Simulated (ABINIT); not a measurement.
Runs of ABINIT 10.8.3 (patched build) on BN. The structure is cubic, space group F-43m (No. 216). The conventional cell has a = 3.626 Å, b = 3.626 Å, c = 3.626 Å, α = 90.00°, β = 90.00°, γ = 90.00°. N (site symmetry -43m) has 4 B at 1.57 Å as nearest neighbours. Around B (site symmetry -43m) lie 4 N at 1.57 Å. The cell is a database's computed one.

| task | level | potentials or basis | k mesh | cutoff (eV) | smearing | fine-grid cutoff | most SCF steps | gap on the mesh (eV) | pressure (GPa) |
| --- | --- | --- | --- | --- | --- | --- | --- | --- | --- |
| band structure | r2SCAN | Ansatz PAW PBE default generated set, frozen core | 13 × 13 × 13 | 517 | fermi-dirac 0.05 eV | 1034.03 eV | - | 5.06 | -5.5 |
| band structure | r2SCAN | PseudoDojo NC SR PBE v0.4.1 standard | 13 × 13 × 13 | 1361 | fermi-dirac 0.05 eV | - | - | (a) | -1.0 |
| band structure | r2SCAN | Ansatz NC r2SCAN | 13 × 13 × 13 | 1497 | fermi-dirac 0.05 eV | - | - | 5.06 | -4.0 |
| band structure | r2SCAN | SG15 NC PBE v1.2 | 13 × 13 × 13 | 1306 | fermi-dirac 0.05 eV | - | - | (c) | -5.6 |
| single point | PBE0 | PseudoDojo NC SR PBE v0.4.1 standard | 8 × 8 × 8 | 952 | fixed | - | 60 | (b) | -10.7 |

Alike in all rows: no spin polarisation; cell as given.

Estimate the missing entries.

(a) 4.93; (b) 6.58; (c) 5.04.

Caveats: the potentials were made for another functional, which shifts forces and pressure (some runs); the atomic spheres overlap (some runs); the PAW data sets were made with another functional, which shifts forces and pressure a little (some runs); a meta-GGA on potentials with a model core is unreliable (some runs).

A k mesh can miss the band edges.

Runs at the PBE level aren't shown here.
